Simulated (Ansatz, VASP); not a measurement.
## One calculation of AgCl (Chlorargyrite), two programs

Contents of INCAR:

```
SYSTEM = AgCl
PREC = Accurate
ENCUT = 520
EDIFF = 1E-6
ISMEAR = -1
SIGMA = 0.05
LREAL = .False.
LASPH = .True.
NELM = 60
ALGO = Normal
ISIF = 2
LWAVE = .False.
LCHARG = .False.
GGA = CA
NBANDS = 16
```

KPOINTS

```
Automatic mesh
0
Gamma
  7 7 7
  0 0 0
```

Contents of POSCAR:

```
AgCl
1.0
    0.0000000000      2.7531131106      2.7531131106
    2.7531131106      0.0000000000      2.7531131106
    2.7531131106      2.7531131106      0.0000000000
Ag Cl
1 1
Direct
    0.0000000000      0.0000000000      0.0000000000
    0.5000000000      0.5000000000      0.5000000000
```

input.yaml

```yaml
crystal:
  lattice:
    - [0.0, 2.7531131106, 2.7531131106]
    - [2.7531131106, 0.0, 2.7531131106]
    - [2.7531131106, 2.7531131106, 0.0]
  atoms:
    - { symbol: Ag, position: [0.0, 0.0, 0.0] }
    - { symbol: Cl, position: [0.5, 0.5, 0.5] }
hamiltonian:
  xc: lda
  pseudopotentials: { kind: paw }
kpoints:
  mp_grid: { grid: [7, 7, 7] }
scf:
  occupations: { method: fermi_dirac, width: 0.05 }
output:
  forces: true
  stress: true
  eigenvalues: true
```

Alike in both runs: task single point; functional LDA; k mesh 7 × 7 × 7; occupations fermi-dirac, width 0.05 eV; no spin polarisation.

|  | VASP | Ansatz |
| --- | --- | --- |
| version | VASP 6.6.1 | Ansatz 0.2.0 |
| potentials or method | VASP PAW LDA potentials, release 64 (Ag, Cl) | Ansatz PAW |
| plane-wave cutoff (eV) | 520 | 420 |
| valence electrons in the cell | 18 | 26 |

VASP gave:

| Property | Result |
| --- | --- |
| gap on the k mesh at the Fermi level (eV) | 0.72 |
| least direct gap on the mesh (eV) | 3.03 |
| pressure (GPa) | -4.7 |

**Question.** What did Ansatz give for the same quantities?

**Answer.** gap on the k mesh at the Fermi level (eV): 0.69; least direct gap on the mesh (eV): 3.01; pressure (GPa): -4.7.

The two sets of potentials don't hold the same shells in valence.

Caveats: an odd mesh through Γ misses points on the zone boundary, where band edges often lie (VASP); odd divisions of the mesh miss points on the zone boundary, where band edges often lie, so the gap on the mesh can be too wide (Ansatz); the PAW data sets come from PBE, with cores solved anew for the run's functional, which leaves a small shift of forces and pressure (Ansatz).
